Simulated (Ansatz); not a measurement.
Runs of Ansatz 0.2.0 on AlNi. The structure is cubic, space group Pm-3m (No. 221). Conventional cell: a = 2.881 Å, b = 2.881 Å, c = 2.881 Å, α = 90.00°, β = 90.00°, γ = 90.00°. Ni (site symmetry m-3m) has 8 Al at 2.50 Å as nearest neighbours. Around Al (site symmetry m-3m) lie 8 Ni at 2.50 Å. 

```csv
spin,fixed moment (μB),k mesh,pressure (GPa),moment (μB)
"collinear, ferromagnetic start",1.0,8 × 8 × 8,0.5,1.00
"collinear, ferromagnetic start",1.5,8 × 8 × 8,7.1,1.50
off,-,9 × 9 × 9,-3.4,-
"collinear, ferromagnetic start",0.2,8 × 8 × 8,(a),0.20
"collinear, ferromagnetic start",0.5,8 × 8 × 8,(b),0.50
```

Alike in all rows: task single point; level PBEsol; potentials or basis Ansatz PAW; cell as given; cutoff (eV) 420; smearing fermi-dirac 0.05 eV.

Problem. Fill in the values left out.

Solution. (a) -3.1; (b) -2.4.

Caveats: the PAW data sets come from PBE, with cores solved anew for the run's functional, which leaves a small shift of forces and pressure; the total moment is fixed, so each spin has its own Fermi level (some runs); the thresholds are loose for stress (some runs).
